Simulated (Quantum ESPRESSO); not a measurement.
## SrCl2 (Fm-3m): a worked LO-TO splitting

Wanted: the LO mode of SrCl2 (Fm-3m) from the TO mode and the field response.

Program: Quantum ESPRESSO 7.5. Level of theory: DFT LDA, scalar-relativistic, plane waves, PseudoDojo norm-conserving pseudopotentials. Results are calculated unless marked as measured.

**1. The relaxed structure**

It takes space group Fm-3m (No. 225, cubic). Conventional cell: a = 6.799 Å, b = 6.799 Å, c = 6.799 Å, α = 90.00°, β = 90.00°, γ = 90.00°. Nearest to Sr lie 8 Cl at 2.94 Å. Nearest to Cl lie 4 Sr at 2.94 Å. Farther neighbours and most contacts between anions are not listed.

Structure file:

```cif
data_structure
_symmetry_space_group_name_H-M 'P 1'
_symmetry_Int_Tables_number 1
_cell_length_a 4.8075
_cell_length_b 4.8075
_cell_length_c 4.8075
_cell_angle_alpha 60.000
_cell_angle_beta 60.000
_cell_angle_gamma 60.000
_cell_volume 78.57
loop_
_atom_site_label
_atom_site_type_symbol
_atom_site_fract_x
_atom_site_fract_y
_atom_site_fract_z
_atom_site_occupancy
Sr1 Sr 0.00000 0.00000 0.00000 1
Cl2 Cl 0.25000 0.25000 0.25000 1
Cl3 Cl 0.75000 0.75000 0.75000 1
```

This is the cell after its relaxation at this level of theory, not the database cell from which that began.

**2. What the response run gave**

A linear-response run on the relaxed cell, with the response to an electric field; only its zone-centre results are used. Cutoff 68 Ry, k mesh 6×6×6.

The log of the run:

```text
[banners, grids, parts of the stress and lines that vanish by symmetry left out]
Program PHONON v.7.5
     Reading xml data from directory:

[...]
Exchange-correlation= PW
                           (   1   4   0   0   0   0   0)
[...]
kinetic-energy cut-off    =      68.0000  Ry
     charge density cut-off    =     272.0000  Ry
     convergence threshold     =      1.0E-18
[...]
Exchange-correlation= PW
                           (   1   4   0   0   0   0   0)
[...]
q = (   0.0000000   0.0000000   0.0000000 )
     49 Sym.Ops. (with q -> -q+G )
     G cutoff =  568.6600  (  39957 G-vectors)     FFT grid: ( 48, 48, 48)
     number of k points=    16
[...]
Mode symmetry, O_h (m-3m)  point group:
[...]
Dielectric constant
[...]
End of electric fields calculation
          Dielectric constant in cartesian axis
          (       3.131718076       0.000000000       0.000000000 )
          (       0.000000000       3.131718076      -0.000000000 )
          (       0.000000000      -0.000000000       3.131718076 )
          Effective charges (d Force / dE) in cartesian axis without acoustic sum rule applied (asr)
           atom    1  Sr    Mean Z*:        2.48849
      Ex  (        2.48849       -0.00000        0.00000 )
      Ey  (       -0.00000        2.48849        0.00000 )
      Ez  (        0.00000        0.00000        2.48849 )
           atom    2  Cl    Mean Z*:       -1.24507
      Ex  (       -1.24507       -0.00000       -0.00000 )
      Ey  (       -0.00000       -1.24507       -0.00000 )
      Ez  (       -0.00000       -0.00000       -1.24507 )
           atom    3  Cl    Mean Z*:       -1.24507
      Ex  (       -1.24507       -0.00000       -0.00000 )
      Ey  (       -0.00000       -1.24507       -0.00000 )
      Ez  (       -0.00000       -0.00000       -1.24507 )
          Effective charges Sum: Mean:       -0.00166
[...]
Effective charges (d Force / dE) in cartesian axis with asr applied:
           atom    1  Sr    Mean Z*:        2.48904
[...]
atom    2  Cl    Mean Z*:       -1.24452
[...]
atom    3  Cl    Mean Z*:       -1.24452
[...]
Representation #   1 modes #   1   2   3
[...]
End of self-consistent calculation
     Convergence has been achieved
     Representation #   2 modes #   4   5   6
[...]
End of self-consistent calculation
     Convergence has been achieved
     Representation #   3 modes #   7   8   9
[...]
End of self-consistent calculation
     Convergence has been achieved
[...]
Dielectric constant in cartesian axis
          (       3.131718076       0.000000000       0.000000000 )
          (       0.000000000       3.131718076      -0.000000000 )
          (       0.000000000      -0.000000000       3.131718076 )
          Effective charges (d Force / dE) in cartesian axis without acoustic sum rule applied (asr)
           atom    1  Sr    Mean Z*:        2.48849
      Ex  (        2.48849       -0.00000        0.00000 )
      Ey  (       -0.00000        2.48849        0.00000 )
      Ez  (        0.00000        0.00000        2.48849 )
           atom    2  Cl    Mean Z*:       -1.24507
      Ex  (       -1.24507       -0.00000       -0.00000 )
      Ey  (       -0.00000       -1.24507       -0.00000 )
      Ez  (       -0.00000       -0.00000       -1.24507 )
           atom    3  Cl    Mean Z*:       -1.24507
      Ex  (       -1.24507       -0.00000       -0.00000 )
      Ey  (       -0.00000       -1.24507       -0.00000 )
      Ez  (       -0.00000       -0.00000       -1.24507 )
          Effective charges Sum: Mean:       -0.00166
[...]
Effective charges (d Force / dE) in cartesian axis with asr applied:
           atom    1  Sr    Mean Z*:        2.48904
[...]
atom    2  Cl    Mean Z*:       -1.24452
[...]
atom    3  Cl    Mean Z*:       -1.24452
[...]
q = (    0.000000000   0.000000000   0.000000000 )
[...]
freq (    1) =       0.011513 [THz] =       0.384017 [cm-1]
     freq (    2) =       0.011513 [THz] =       0.384017 [cm-1]
     freq (    3) =       0.011513 [THz] =       0.384017 [cm-1]
     freq (    4) =       4.657865 [THz] =     155.369658 [cm-1]
     freq (    5) =       4.657865 [THz] =     155.369658 [cm-1]
     freq (    6) =       4.657865 [THz] =     155.369658 [cm-1]
     freq (    7) =       5.743537 [THz] =     191.583768 [cm-1]
     freq (    8) =       5.743537 [THz] =     191.583768 [cm-1]
     freq (    9) =       5.743537 [THz] =     191.583768 [cm-1]
[...]
Mode symmetry, O_h (m-3m)  point group:
     freq (   1-   3) =          0.4  [cm-1]   --> T_1u G_15  G_4- I
     freq (   4-   6) =        155.4  [cm-1]   --> T_1u G_15  G_4- I
     freq (   7-   9) =        191.6  [cm-1]   --> T_2g G_25' G_5+ R

   JOB DONE.
```

```
                       quantity   value
             cell volume Ω (Å³)  78.569
                 mass of Sr (u)  87.620
                 mass of Cl (u)  35.450
     Born charge of Sr, raw (e)   2.489
     Born charge of Cl, raw (e)  -1.245
                             ε∞   3.132
ω(TO) after the sum rule (cm⁻¹)   155.4
```

**3. The calculation**

The charges must sum to zero over the cell; taking off their mean, -0.001 e, leaves Z* = 2.489 e on Sr. In the polar mode Sr moves against the two Cl, so the reduced mass is μ = 87.62 × 70.90 / 158.52 = 39.189 u.

A longitudinal wave builds up a field that adds to the restoring force: ω(LO)² = ω(TO)² + 4π Z*² / (μ Ω ε∞), in Hartree atomic units. With μ = 71437 electron masses and Ω = 530.21 bohr³ the second term is 6.5634e-07 Ha², or 31615 cm⁻² (1 Ha = 219474.6 cm⁻¹).

So ω(LO) = √(24140 + 31615) = 236.1 cm⁻¹, and by the Lyddane-Sachs-Teller relation ε₀ = ε∞ (ω(LO)/ω(TO))² = 7.23.

**4. Check against the program**

The analysis program adds the same non-analytic term to the full matrix, here for q along (1 0 0).

The log of the run:

```text
[banners, grids, parts of the stress and lines that vanish by symmetry left out]
[banner, memory and clock lines left out]
Program DYNMAT v.7.5

     Reading Dynamical Matrix from file g.dyn
     ...Force constants read
     ...epsilon and Z* read

     Polarizability (A^3 units)
     multiply by 0.584600 for Clausius-Mossotti correction
        13.328262    0.000000    0.000000
         0.000000   13.328262   -0.000000
         0.000000   -0.000000   13.328262

     IR activities are in (D/A)^2/amu units

# mode   [cm-1]    [THz]      IR
    1     -0.00   -0.0000    0.0000
    2     -0.00   -0.0000    0.0000
[...]
8    191.58    5.7435    0.0000
    9    236.12    7.0788    3.6473

[end of the log left out, with the tail of the file of modes that dynmat.x writes under the same name]
```

ε₀ comes from the program's run without a direction of q.

```
    quantity  by hand  program
ω(LO) (cm⁻¹)    236.1    236.1
          ε₀     7.23     7.23
```

**5. Results**

- TO mode: 155.4 cm⁻¹
- LO mode: 236.1 cm⁻¹
- static dielectric constant: 7.233

The LO mode of SrCl2 (Fm-3m) lies at 236 cm⁻¹, 81 cm⁻¹ above the TO mode; the formula meets the program within 0.1 cm⁻¹, as it must for a cubic crystal with one polar mode. ω(LO)² − ω(TO)² goes with Z*²/ε∞: an error of 5 % in ε∞ would move the LO mode by 3.2 cm⁻¹, and semilocal functionals tend to overestimate ε∞. These are harmonic values at zero temperature, at the volume of this functional, for the structure held cubic; stability elsewhere in the zone is no part of this calculation.

[Host names and launcher messages were left out of these logs when they were recorded.]

[Logs are printed without paths, hosts, clocks, repeated set-up lines and the standing remarks that a program may print on its own settings, such as how far it seeks lower states.]

[Hosts, paths, dates, database ids (printed as entryN), source tags and the programs' standing remarks are cut or masked in the printed files.]
